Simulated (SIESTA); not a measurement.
Runs of SIESTA 5.4.2 on Al. The cell holds a slab with vacuum, 5 atoms: a = 2.827 Å, b = 2.827 Å, c = 24.186 Å, α = 90.00°, β = 90.00°, γ = 120.00°. The slab is cut from a database's or a generator's crystal, which needn't be the stable form of the element.

| potentials or basis | gap on the mesh (eV) | largest force (eV/Å) |
| --- | --- | --- |
| PseudoDojo 0.4 standard (PBE files), TZDP (energy shift 0.003 Ry) | none | (b) |
| PseudoDojo 0.4 standard (PBE files), TZP (energy shift 0.003 Ry) | none | 0.30 |
| PseudoDojo 0.4 standard (PBE files), DZ (energy shift 0.003 Ry) | none | 0.66 |
| PseudoDojo 0.4 standard (PBE files), SZ (energy shift 0.003 Ry) | none | (a) |
| PseudoDojo 0.4 standard (PBE files), SZP (energy shift 0.003 Ry) | none | 0.64 |

Alike in all rows: task single point; level PBE; no spin polarisation; cell as given; k mesh 11 × 11 × 1; smearing fermi-dirac 0.05 eV; grid cutoff 500 Ry; energy shift 0.003 Ry.

Task: Estimate the missing entries.

Result: (a) 1.32; (b) 0.34.

Caveats: the basis of atomic orbitals isn't converged, which shifts pressures, moduli and gaps; the basis has no polarisation orbitals (some runs).

A gap of «none» marks a metal or a gap under the smearing width.
